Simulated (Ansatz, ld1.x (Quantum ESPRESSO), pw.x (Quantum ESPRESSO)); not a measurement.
**pw.x on fcc W: one setting changed**

Potential: PAW, ld1.x (Quantum ESPRESSO) 7.5, PBE; core [Kr] 4d10 4f14 5s2, reference 5p6 5d4 6s1.75 6p0; waves: 6s (bound): rcut 2.65, rcutus 3.15 bohr; 6s channel at 0.05 Ry: rcut 2.65, rcutus 3.15 bohr; 5p (bound): rcut 1.65, rcutus 2.20 bohr; 6p (bound, empty): rcut 1.65, rcutus 2.20 bohr; 5d (bound): rcut 1.55, rcutus 2.00 bohr; 5d channel at 0.3 Ry: rcut 1.55, rcutus 2.00 bohr; local part: all-electron potential smoothed inside 2.50 bohr (lloc = -2); core correction: Bessel-smoothed model core inside 2.00 bohr; augmentation: PSQ, inside the norm-conserving radii.

The reference run (k-mesh 14³, cutoffs 50/400 Ry, Fermi–Dirac 0.01 Ry, mixing_beta 0.4, conv_thr 1e-9, no spin) gives 2.40 GPa at 16.478 Å³/atom, where all-electron LAPW gives -0.06 GPa. This run, with its own iteration cap, changes diagonalization to paro.

```
&control
  calculation='scf', prefix='x', pseudo_dir='./', outdir='./tmp', tstress=.true., disk_io='none'
/
&system
  ibrav=0, nat=1, ntyp=1, ecutwfc=50, ecutrho=400, nbnd=14,
  occupations='smearing', smearing='fd', degauss=0.01
/
&electrons
  conv_thr=1e-09, mixing_beta=0.4, electron_maxstep=60, diagonalization='paro'
/
ATOMIC_SPECIES
W 1.0 W.UPF
CELL_PARAMETERS angstrom
  0.00000000 2.01972156 2.01972156
  2.01972156 0.00000000 2.01972156
  2.01972156 2.01972156 0.00000000
ATOMIC_POSITIONS crystal
W 0.0000 0.0000 0.0000
K_POINTS automatic
14 14 14 0 0 0
```

```bash
pw.x < W.scf.in > W.scf.out
```

Problem. How does the run end?

Solution. It converges in 13 iterations; the free energy moves by +0.0 meV/atom and the pressure by +0.00 GPa. The result is that of the reference run.

```
Message from routine setup:
     using ibrav=0 with symmetry is DISCOURAGED, use correct ibrav instead
     lattice parameter (alat)  =       5.3977  a.u.
     unit-cell volume          =     111.1991 (a.u.)^3
     number of electrons       =        12.00
     number of Kohn-Sham states=           14
     kinetic-energy cutoff     =      50.0000  Ry
     charge density cutoff     =     400.0000  Ry
     scf convergence threshold =      1.0E-09
     Exchange-correlation= SLA  PW   PBX  PBC
     number of k points=   104  Fermi-Dirac smearing, width (Ry)=  0.0100
     iteration #  1     ecut=    50.00 Ry     beta= 0.40
     negative rho (up, down):  4.412E-03 0.000E+00
     total energy              =    -720.44162977 Ry
     estimated scf accuracy    <       0.21337397 Ry
     iteration #  2     ecut=    50.00 Ry     beta= 0.40
     negative rho (up, down):  2.087E-02 0.000E+00
     total energy              =    -720.43905840 Ry
     estimated scf accuracy    <       0.02758032 Ry
     iteration #  3     ecut=    50.00 Ry     beta= 0.40
     negative rho (up, down):  2.049E-02 0.000E+00
     total energy              =    -720.44192834 Ry
     estimated scf accuracy    <       0.00433544 Ry
     iteration #  4     ecut=    50.00 Ry     beta= 0.40
     negative rho (up, down):  2.637E-03 0.000E+00
     total energy              =    -720.44253117 Ry
     estimated scf accuracy    <       0.00421407 Ry
     iteration #  5     ecut=    50.00 Ry     beta= 0.40
     total energy              =    -720.44353115 Ry
     estimated scf accuracy    <       0.00606340 Ry
     iteration #  6     ecut=    50.00 Ry     beta= 0.40
     total energy              =    -720.44361615 Ry
     estimated scf accuracy    <       0.00196655 Ry
     iteration #  7     ecut=    50.00 Ry     beta= 0.40
     total energy              =    -720.44365522 Ry
     estimated scf accuracy    <       0.00138750 Ry
     iteration #  8     ecut=    50.00 Ry     beta= 0.40
     total energy              =    -720.44373239 Ry
     estimated scf accuracy    <       0.00012345 Ry
     iteration #  9     ecut=    50.00 Ry     beta= 0.40
     total energy              =    -720.44373603 Ry
     estimated scf accuracy    <       0.00002050 Ry
     iteration # 10     ecut=    50.00 Ry     beta= 0.40
     total energy              =    -720.44373852 Ry
     estimated scf accuracy    <       0.00000061 Ry
     iteration # 11     ecut=    50.00 Ry     beta= 0.40
     total energy              =    -720.44373863 Ry
     estimated scf accuracy    <       0.00000002 Ry
     iteration # 12     ecut=    50.00 Ry     beta= 0.40
     total energy              =    -720.44373864 Ry
     estimated scf accuracy    <       0.00000001 Ry
     iteration # 13     ecut=    50.00 Ry     beta= 0.40
     the Fermi energy is    19.8526 ev
!    total energy              =    -720.44373864 Ry
     estimated scf accuracy    <          8.3E-10 Ry
     smearing contrib. (-TS)   =      -0.00524774 Ry
     The total energy is F=E-TS. E is the sum of the following terms:
     one-electron contribution =       3.00269797 Ry
     hartree contribution      =       9.04738552 Ry
     xc contribution           =     -16.13325288 Ry
     ewald contribution        =     -86.49049911 Ry
     one-center paw contrib.   =    -629.86482240 Ry
     convergence has been achieved in  13 iterations
          total   stress  (Ry/bohr**3)                   (kbar)     P=       24.03
     Message from routine punch:
     Nothing written, as per user request (disk_io='none')
```

The run took about 32 s on one core of a shared host (Neoverse-V1, 32 threads, 247 GiB, load 24).
